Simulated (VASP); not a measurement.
Here is a VASP 6.6.1 calculation.

File INCAR:

```
SYSTEM = AlP
  PREC = Accurate
  ENCUT = 500
  EDIFF = 1E-6
  ISMEAR = 0
  SIGMA = 0.01
  LREAL = .FALSE.
  LASPH = .TRUE.
  NELM = 120
  ALGO = Normal
  ISIF = 2
  LWAVE = .FALSE.
  LCHARG = .FALSE.
  GGA = PE
  NBANDS = 11
  GGA_COMPAT = .FALSE.
```

Contents of KPOINTS:

```
regular mesh
0
G
  6 6 6
  0 0 0
```

Contents of POSCAR:

```
AlP
1.0
    0.0000000000      2.7345548838      2.7345548838
    2.7345548838      0.0000000000      2.7345548838
    2.7345548838      2.7345548838      0.0000000000
Al P
1 1
Direct
    0.0000000000      0.0000000000      0.0000000000
    0.2500000000      0.2500000000      0.2500000000
```

Potentials or basis: VASP PAW PBE potentials, release 64 (Al, P).

Command:

```bash
$ cat potpaw_PBE.64/Al/POTCAR potpaw_PBE.64/P/POTCAR > POTCAR
$ mpirun -np 1 vasp_std > vasp.out
```

Problem. Predict the band gap on the k mesh.

Solution. 1.59 eV, indirect (least direct gap 3.26 eV).

Problem. What does it give for the pressure?

Solution. 1.8 GPa.

**The experiment to reproduce.**

From a printed reference work, data compilation, for a bulk crystal of AlP at 4.2 K: band gap 2.505 eV (indirect).

A measured gap of AlP is 2.505 eV (indirect; 4.2 K; a printed reference work, data compilation); the calculated 1.59 eV misses it by -0.92 eV. The value is that of PBE on a finite k mesh, which can miss the band edges, without temperature or zero-point motion. Semilocal functionals fall short of measured gaps as a rule.
